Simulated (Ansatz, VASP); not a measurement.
One calculation of MgS, two programs

Contents of POSCAR:

```
MgS
1.0
    0.0000000000      2.9441119149      2.6568738787
    2.9441119149      0.0000000000      2.6568738787
    2.9441119149      2.9441119149      0.0000000000
Mg S
1 1
Direct
    0.0000000000      0.0000000000      0.0000000000
    0.2500000000      0.2500000000      0.2500000000
```

The input INCAR.step1:

```
ALGO     = Normal         # electronic algorithm
EDIFF    = 1E-4           # SCF threshold, eV
ENCUT    = 520            # plane-wave cutoff, eV
GGA      = PE             # functional
ISMEAR   = 0              # smearing method
LASPH    = True           # aspherical terms in the spheres
LCHARG   = False          # write CHGCAR
LREAL    = False          # projectors in reciprocal space
LWAVE    = True           # write WAVECAR
NBANDS   = 11             # bands
NELM     = 100            # most SCF steps
PREC     = Accurate       # precision mode
SIGMA    = 0.01           # smearing width, eV
```

Contents of INCAR.step2:

```
ALGO     = Normal         # electronic algorithm
EDIFF    = 1E-7           # SCF threshold, eV
ENCUT    = 520            # plane-wave cutoff, eV
ISIF     = 2              # what is computed and relaxed
ISMEAR   = 0              # smearing method
ISTART   = 1            
LASPH    = True           # aspherical terms in the spheres
LCHARG   = True           # write CHGCAR
LELF     = True           # ELF
LMIXTAU  = True         
LREAL    = False          # projectors in reciprocal space
LVHAR    = True         
LWAVE    = False          # write WAVECAR
METAGGA  = R2SCAN         # meta-GGA
NBANDS   = 11             # bands
NELM     = 100            # most SCF steps
PREC     = Accurate       # precision mode
SIGMA    = 0.01           # smearing width, eV
```

The input KPOINTS:

```
k-points
0
Gamma
  8 8 8
```

Input for Ansatz:

```yaml
crystal:
  lattice:
    - [0.0, 2.9441119149, 2.6568738787]
    - [2.9441119149, 0.0, 2.6568738787]
    - [2.9441119149, 2.9441119149, 0.0]
  atoms:
    - { symbol: Mg, position: [0.0, 0.0, 0.0] }
    - { symbol: S, position: [0.25, 0.25, 0.25] }
kpoints:
  mp_grid: { grid: [8, 8, 8] }
  band_path:
    path:
      - [0.0, 0.0, 0.0]
      - [-0.5, -0.5, 0.0]
      - [-0.375, -0.375, 0.25]
      - [-0.375, 0.0, 0.375]
      - [0.0, 0.0, 0.5]
      - [-0.5, -0.25, 0.25]
    npoints: 1
hamiltonian:
  xc: r2scan
scf:
  occupations: { method: fixed }
  n_extra_bands: 4
output:
  forces: true
  stress: true
  eigenvalues: true
```

Change from the starting cell: epitaxial_xy strain +4.0%.

Alike in both runs: task single point; functional r2SCAN; k mesh 8 × 8 × 8; no spin polarisation.

```csv
,VASP,Ansatz
version,VASP 6.6.1,Ansatz 0.2.0
potentials or method,"VASP PAW PBE potentials, release 64 (Mg, S)","plane waves, PAW"
plane-wave cutoff (eV),520,500
occupations,"gaussian, width 0.01 eV",fixed
valence electrons in the cell,8,16
```

```csv
,VASP,Ansatz,Ansatz less VASP
gap on the k mesh at the Fermi level (eV),3.86,3.87,+0.013
pressure (GPa),-1.4,-1.2,+0.28
largest component of the traceless stress (GPa),1.22,1.18,-0.038
```

The two sets of potentials don't hold the same shells in valence.

Caveats: the PAW data sets were made with another functional, which shifts forces and pressure a little (VASP). A k mesh can miss the band edges.
